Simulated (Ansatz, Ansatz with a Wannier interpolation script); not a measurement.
# From a coarse GW mesh to bands everywhere: AlN (P6_3mc), part 2 of 2

Wanted: quasiparticle gap and band widths of AlN (P6_3mc) over the whole zone.

Ansatz 0.2.0; LDA, Wannier functions and G0W0, plane waves, PAW. Known limits of the many-body steps: not at the basis limit.

So far. Step 2 (LDA bands): The gap is direct, at Γ. Step 3 (Wannier functions (Al:3s Al:3p N:2p) on 9×9×4): Near the gap the model misses directly solved bands by 3.5 meV r.m.s. and by 19 meV at most in the window tested. This tests the starting bands, not the corrections carried with them.

The database entry behind the starting cell differs from later determinations by our own check (inner coordinate u about 0.002 short), so it need not match the best structure at ambient conditions.

## 4. G0W0 at every point of the mesh: 9×9×4 mesh, 192 empty bands, screening to 160 eV

Now the one-shot GW correction: screening in the RPA, then the self-energy of the levels asked for.

This step: G0W0 on LDA, plane waves, PAW.

input.yaml

```yaml
crystal:
  lattice:
    - [3.113, 0.0, 0.0]
    - [-1.5565, 2.69593708, 0.0]
    - [0.0, 0.0, 4.981]
  atoms:
    - { symbol: Al, position: [0.33333333, 0.66666667, 0.0] }
    - { symbol: Al, position: [0.66666667, 0.33333333, 0.5] }
    - { symbol: "N", position: [0.33333333, 0.66666667, 0.38] }
    - { symbol: "N", position: [0.66666667, 0.33333333, 0.88] }
kpoints:
  mp_grid: { grid: [9, 9, 4] }
hamiltonian:
  xc: lda
  pseudopotentials: { kind: paw, azcp: { folder: "./paw" } }
scf:
  occupations: { method: fixed }
gw:
  n_empty_bands: 192
  ecut_chi: 160.0
  qp_bands: [v6, c2]
  screening: { model: contour_deformation }
```

The run is started by

```
ansatz run input.yaml --threads 3 --pin off --max-ram 92160MiB --backend cuda --events-out ev --progress --plain --runs-dir out --devices 1 --max-vram 13GiB
```

Numbers of over 12 decimals in the logs are rounded to 6 here.

The program printed:

```text
[...]
GPUs: using 1 of 1 available (devices: 1).
[...]
GPU FFT provider: cuFFT
GPU libraries: cuBLAS 13.8.2, cuFFT 12.4.0, cuSOLVER 12.3.4
Crystal: 4 atoms, lattice volume = 41.803 Å³
Basis set: ecut = 420 eV, 809 PW (Γ)
Bands: 12, of which v1, the nominal top of the filled ones, is band 8 counted from 1 (7 counted from 0)
Symmetry: 12 space group operations
[...]
k-points: 36 of 324 (time reversal used)
[...]
GPU buffer pool allocated for 20736 grid points (all kernels)
[...]
SCF iter   1: F=—  HF=-1782.649321 eV  |F-HF|=—  |Δ(HF+E_count)|=         —  Δρ=1.33e-1  dr2=9.09e0  ethr=3.10e-3  ⟨swp⟩=4.8  Hψ=2351  notcnv=0  defer=25
[...]
SCF iter   6: F=-1779.697228 eV  HF=-1779.697228 eV  |F-HF|=3.23e-8  |Δ(HF+E_count)|=   4.37e-6  Δρ=1.89e-5  dr2=7.99e-8  ethr=6.25e-10  ⟨swp⟩=3.0  Hψ=2246  notcnv=0
SCF 1 converged in 6 iterations: F = -1779.697228 eV  dr2 = 7.99e-8
[...]
G₀W₀ screening: q 1/36
[... further progress lines ...]
[...]
SCF converged after 6 iterations
Free energy (F): -1779.697228 eV
[...]
Internal energy: -1779.697228 eV  (E = F + TS)
E sigma→0 (E₀):  -1779.697228 eV
Fermi energy:    6.814677 eV
[...]
--- Band table (eV; the first three rows and the last of 36) ---
  k-point 0: bands = [... 4 lower, 5.9825, 6.6364, 6.6364, 6.8147, 11.0521, 13.3701, 17.2930, 17.7869]
  k-point 1: bands = [... 4 lower, 6.0734, 6.0734, 6.5357, 6.5357, 11.9827, 13.5021, 16.9571, 17.7585]
  k-point 2: bands = [... 4 lower, 6.2996, 6.2996, 6.2996, 6.2996, 13.2354, 13.2354, 16.9890, 16.9890]
  k-point 35: bands = [... 4 lower, 2.9566, 2.9566, 6.0301, 6.0301, 14.1195, 14.1195, 14.5603, 14.5603]
--- G₀W₀: contour deformation, 6 samples at zero and on the imaginary axis and 2 off it, 324 q-points, 192 empty bands' worth ---
  eigenvalues of the whole cell's RPA ε∞ on this k-mesh (on a slab, of 1 + 4πα/V) = 4.2430, 4.2430, 4.4380; static W/v taken at q = 0 is 0.231177
  bands read: the sum over 200 bands ends inside a degenerate multiplet in 2 slots, whose members it reads at an even weight; the widest, k=33: bands 200 to 201 (counted from 1) at 1/2 each
    ik  band        ε_KS         Σx   Σc(E_QP)       V_xc       Z   E_QP_lin       E_QP  E_QP is
     0     3      0.8045   -19.7293     4.5522   -14.1208  0.7143    -0.2949    -0.2517  root
     0     4      5.9825   -21.6426     3.1708   -17.5693  0.7772     5.0719     5.0800  root
     0     5      5.9825   -21.6426     3.1708   -17.5693  0.7772     5.0719     5.0800  root
     0     6      6.6364   -21.6475     2.9766   -17.8405  0.7802     5.7997     5.8060  root
     0     7      6.6364   -21.6475     2.9766   -17.8405  0.7802     5.7997     5.8060  root
     0     8      6.8147   -21.7490     2.9579   -17.9833  0.7798     6.0010     6.0068  root
     0     9     11.0521    -9.9498    -3.9842   -14.7771  0.8144    11.8998    11.8952  root
     0    10     13.3701    -8.0559    -4.5202   -13.6564  0.8218    14.4596    14.4505  root
     1     3      1.6204   -20.1369     4.3046   -14.7466  0.7328     0.5041     0.5348  root
     1     4      5.6247   -21.0252     3.0894   -17.0399  0.7762     4.7205     4.7288  root
     1     5      6.0734   -21.6473     3.1477   -17.6059  0.7776     5.1719     5.1798  root
     1     6      6.0734   -21.6473     3.1477   -17.6059  0.7776     5.1719     5.1798  root
     1     7      6.5357   -21.6561     3.0141   -17.7986  0.7797     5.6857     5.6923  root
     1     8      6.5357   -21.6561     3.0141   -17.7986  0.7797     5.6857     5.6923  root
[...]
35     6      2.9566   -19.5221     3.7326   -14.6823  0.7588     1.8291     1.8495  root
    35     7      6.0301   -21.6958     3.1541   -17.6519  0.7768     5.1324     5.1402  root
    35     8      6.0301   -21.6958     3.1541   -17.6519  0.7768     5.1324     5.1402  root
    35     9     14.1195    -6.9202    -4.7389   -12.6642  0.8034    15.1348    15.1246  root
    35    10     14.1195    -6.9202    -4.7389   -12.6642  0.8034    15.1348    15.1246  root
```

The job ended after 52 s (1 × NVIDIA H100 80GB HBM3 (shared by 6 runs) with 3 threads of AMD EPYC 7R13 (Zen 3), shared host; peak memory 1.3 GiB; 61 s of CPU time).

This step gave:

- bands summed: 200
- RPA ε∞ on this mesh (eigenvalues): 4.243, 4.243, 4.438
- plane waves in the screening matrix: 197
- q-points in the mesh: 324
- G0W0 gap on the mesh: 5.888 eV
- k of the valence top: 0, 0, 0
- k of the conduction bottom: 0, 0, 0
- starting gap on the mesh: 4.237 eV
- Z at the valence top: 0.7798
- Z at the conduction bottom: 0.8144
- least direct G0W0 gap on the computed points: 5.888 eV

The gap on the mesh goes from 4.24 eV to 5.89 eV, a correction of +1.65 eV. Between the two edge states, bare exchange in place of the xc potential would open the gap by 8.59 eV, and correlation takes back 6.94 eV.

## 5. Interpolating the corrections

A script adds the corrections, carried to the Wannier functions and back, to the LDA levels, along the path and on a 26×26×13 mesh.

* G0W0 gap over the zone: 5.888 eV
* valence top at: Γ
* conduction bottom at: Γ
* starting gap over the zone: 4.237 eV
* least direct G0W0 gap: 5.888 eV
* G0W0 gap on the mesh: 5.888 eV
* valence width, start: 6.010 eV
* valence width, G0W0: 6.259 eV
* gap by a rigid shift: 5.888 eV

Levels solved directly plus the interpolated quasiparticle correction. Limits: finite bands, cutoff and mesh. The quasiparticle bands at the labelled points (eV, zero at the valence-band top of each set):

| point | band 5 | band 6 | band 7 | band 8 | band 9 |
| --- | --- | --- | --- | --- | --- |
| Γ | -0.93 | -0.20 | -0.20 | 0.00 | 5.89 |
| halfway | -2.62 | -1.71 | -0.48 | -0.43 | 7.95 |
| M | -3.60 | -2.28 | -1.92 | -0.73 | 7.38 |
| halfway | -3.33 | -3.24 | -2.03 | -1.65 | 7.04 |
| K | -4.03 | -2.67 | -2.59 | -2.59 | 6.52 |
| halfway | -3.61 | -1.83 | -0.97 | -0.65 | 8.63 |
| Γ | -0.93 | -0.20 | -0.20 | 0.00 | 5.89 |
| halfway | -0.83 | -0.83 | -0.31 | -0.31 | 6.89 |
| A | -0.58 | -0.58 | -0.58 | -0.58 | 8.26 |
| halfway | -1.75 | -1.75 | -1.13 | -1.13 | 8.22 |
| L | -1.60 | -1.60 | -1.49 | -1.49 | 6.90 |
| halfway | -2.97 | -2.97 | -1.02 | -1.02 | 7.81 |
| H | -4.16 | -4.16 | -0.87 | -0.87 | 9.16 |
| halfway | -2.00 | -2.00 | -1.33 | -1.32 | 8.43 |
| A | -0.58 | -0.58 | -0.58 | -0.58 | 8.26 |
| jump to L | -1.60 | -1.60 | -1.49 | -1.49 | 6.90 |
| halfway | -2.78 | -2.09 | -1.31 | -1.01 | 6.64 |
| M | -3.60 | -2.28 | -1.92 | -0.73 | 7.38 |
| jump to H | -4.16 | -4.16 | -0.87 | -0.87 | 9.16 |
| halfway | -4.71 | -3.19 | -1.61 | -1.61 | 7.43 |
| K | -4.03 | -2.67 | -2.59 | -2.59 | 6.52 |

The same for LDA:

| point | band 5 | band 6 | band 7 | band 8 | band 9 |
| --- | --- | --- | --- | --- | --- |
| Γ | -0.83 | -0.18 | -0.18 | 0.00 | 4.24 |
| M | -3.35 | -2.07 | -1.79 | -0.66 | 5.68 |
| K | -3.78 | -2.43 | -2.39 | -2.39 | 4.92 |
| Γ | -0.83 | -0.18 | -0.18 | 0.00 | 4.24 |
| A | -0.52 | -0.52 | -0.52 | -0.52 | 6.42 |
| L | -1.44 | -1.44 | -1.36 | -1.36 | 5.22 |
| H | -3.86 | -3.86 | -0.78 | -0.78 | 7.30 |
| A | -0.52 | -0.52 | -0.52 | -0.52 | 6.42 |
| L | -1.44 | -1.44 | -1.36 | -1.36 | 5.22 |
| M | -3.35 | -2.07 | -1.79 | -0.66 | 5.68 |
| H | -3.86 | -3.86 | -0.78 | -0.78 | 7.30 |
| K | -3.78 | -2.43 | -2.39 | -2.39 | 4.92 |

The first set of quasiparticle bands as a text plot (rows in eV):

```
    8.8 |                           ++        +++   +++
    8.2 |    +           ++       ++  +      +   +++   ++    +
    7.6 |   + ++++      +  +     +     ++   +               + +
    6.9 |  +      +++ ++    +            +++              ++   +
    6.3 |++          +       + ++                        +      +
    5.6 |                     +
    5.0 |
    4.3 |
    3.7 |
    3.1 |
    2.4 |
    1.8 |
    1.1 |
    0.5 |
   -0.2 |****             ********
   -0.8 |**  *****       *************      ******   **** ****
   -1.4 | ***  *  *     *** **       *******      ****   ***  *
   -2.1 |  ********** ** * *     *         *       *     ****  *
   -2.7 |   *     * *** * *                 *     *       *    **
   -3.4 |    *   ***   *          ****       *   *    ***  ** *
   -4.0 |     *** ***** **        *   *       ***   **       *  *
   -4.7 |    ** **     ***       *     *           *       *****
   -5.3 |    * *  ******  *             **   ******       *  * **
   -5.9 |****   **         ******         ***            ****
         Γ      M    K        Γ   A       L    H       A|L M|H  K
```

The density of states has structure finer than the step of the table below, so its rows give means over 0.5 eV, whole bins alone (the curve runs from -7 to 8.8 eV). Peaks (eV: height): G0W0 -5.10: 2.80, -0.90: 4.14, 7.90: 1.98; LDA -4.80: 2.81, -0.90: 4.49, 6.10: 2.13.

Wannier model on a dense mesh, Gaussian width 0.15 eV. Limits: finite bands, cutoff and mesh. The density of states by energy, zero at the valence-band top of each set; means over each step; values in states/eV/cell:

| energy (eV) | G0W0 | LDA |
| --- | --- | --- |
| -6.5 | 0.00885 | 1.1e-4 |
| -6.0 | 0.546 | 0.0946 |
| -5.5 | 1.90 | 1.12 |
| -5.0 | 2.33 | 2.41 |
| -4.5 | 1.55 | 1.83 |
| -4.0 | 1.22 | 1.47 |
| -3.5 | 1.50 | 1.37 |
| -3.0 | 1.60 | 1.62 |
| -2.5 | 1.95 | 1.86 |
| -2.0 | 2.52 | 2.47 |
| -1.5 | 2.98 | 3.07 |
| -1.0 | 3.77 | 4.01 |
| -0.5 | 1.87 | 2.37 |
| 0.0 | 0.245 | 0.311 |
| 0.5 | 2.3e-4 | 2.6e-4 |
| 1.0 | 0 | 0 |
| 1.5 | 0 | 0 |
| 2.0 | 0 | 0 |
| 2.5 | 0 | 0 |
| 3.0 | 0 | 0 |
| 3.5 | 0 | 0 |
| 4.0 | 0 | 0.00150 |
| 4.5 | 0 | 0.0327 |
| 5.0 | 0 | 0.401 |
| 5.5 | 1.6e-4 | 1.32 |
| 6.0 | 0.0159 | 1.99 |
| 6.5 | 0.197 | 1.81 |
| 7.0 | 0.917 | 1.27 |
| 7.5 | 1.60 | 0.833 |
| 8.0 | 1.90 | 0.682 |
| 8.5 | 1.44 | 1.47 |

Corrections by starting level (eV, on the run's own energy scale, so only their differences matter):

| start | correction |
| --- | --- |
| -6.01 | −1.06 |
| -5.00 | −1.09 |
| -4.73 | −1.08 |
| -3.86 | −1.11 |
| -3.17 | −1.07 |
| -2.39 | −1.01 |
| -1.91 | −1.00 |
| -1.47 | −0.94 |
| -1.12 | −0.92 |
| -0.92 | −0.91 |
| -0.73 | −0.88 |
| -0.28 | −0.84 |
| -0.18 | −0.83 |
| 4.24 | +0.84 |
| 5.60 | +0.89 |
| 6.34 | +0.92 |
| 6.64 | +0.99 |
| 7.89 | +1.10 |

## 6. Outcome

```
LDA gap                             : 4.24 eV
G0W0 gap over the zone              : 5.89 eV, direct
least direct G0W0 gap, in the model : 5.89 eV
GW settings                         : 9×9×4 mesh, 192 empty bands, screening to 160 eV
known limits                        : not at the basis limit
```

In words: The Wannier model follows the LDA bands to 4 meV r.m.s. near the gap. The G0W0 gap over the zone is 5.89 eV, direct, from Γ to Γ; on the mesh alone it is 5.89 eV, nearly the same. The valence width in the model goes from 6.01 eV to 6.26 eV. Bands and cutoff are finite, so the gap is not at the basis limit. The miss can reach some tenths of an eV and take either sign; the mesh is an error of its own. Above the frozen window of the model the interpolated levels need not meet the computed ones, even at points of the mesh.

[Paths, hosts, dates, memory and timing lines, banners, echoed tables and standing remarks are left out of the program output.]

[Logs are printed without paths, hosts, clocks, repeated set-up lines and the standing remarks that a program may print on its own settings, such as how far it seeks lower states.]

[Runs of the session that timed out or met a known fault of the program may be left out.]

[Hosts, paths, dates, database ids (printed as entryN), source tags and the programs' standing remarks are cut or masked in the printed files.]
